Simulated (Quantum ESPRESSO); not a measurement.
The system is TePb.

```xyz
2
Lattice="0.0000 3.2310 3.2310 3.2310 0.0000 3.2310 3.2310 3.2310 0.0000" Properties=species:S:1:pos:R:3 pbc="T T T"
Pb    0.0000    0.0000    0.0000
Te    3.2310    3.2310    3.2310
```

- Program: Quantum ESPRESSO 7.5
- Task: phonons
- Functional: LDA
- Potentials or basis: GBRV 1.5 LDA
- Cutoff: 612 eV
- Density cutoff: 4898 eV
- k mesh: 6 × 6 × 6, shifted
- Occupations: fermi-dirac, width 0.05 eV
- Spin: no spin polarisation
- Form of the LDA correlation: PZ81
- Mixing beta: 0.5
- Most SCF iterations: 120
- SCF threshold: 4e-10 Ry

The cell and the atoms were relaxed first, to 32.33 Å³/atom (a = 4.505 Å, b = 4.505 Å, c = 4.505 Å, α = 60.00°, β = 60.00°, γ = 60.00°), and the response was taken there.

The first run showed a gap, so the response started from a second, tighter run with fixed occupations.

Question: Which optical modes does the crystal have at the zone centre, and which show in infrared and Raman spectra?

Answer: The optical modes are T1u. Infrared active: T1u. None is Raman active.

Optical modes at Γ, degenerate ones joined, polar ones without the macroscopic field:
| cm⁻¹ | components | symmetry | active in | IR intensity, summed ((D/Å)²/amu) |
| --- | --- | --- | --- | --- |
| 48 | 3 | T1u | IR | 32.01 |

Zone-centre frequencies without and with the macroscopic field along z (cm⁻¹):
```csv
,optical modes in rising order
without,48 48 48
with the field,48 48 112
```

Born effective charge tensors (e):
atom 1, Pb
```
6.06 0.00 0.00
0.00 6.06 0.00
0.00 0.00 6.06
```
atom 2, Te
```
-6.03  0.00  0.00
 0.00 -6.03  0.00
 0.00  0.00 -6.03
```
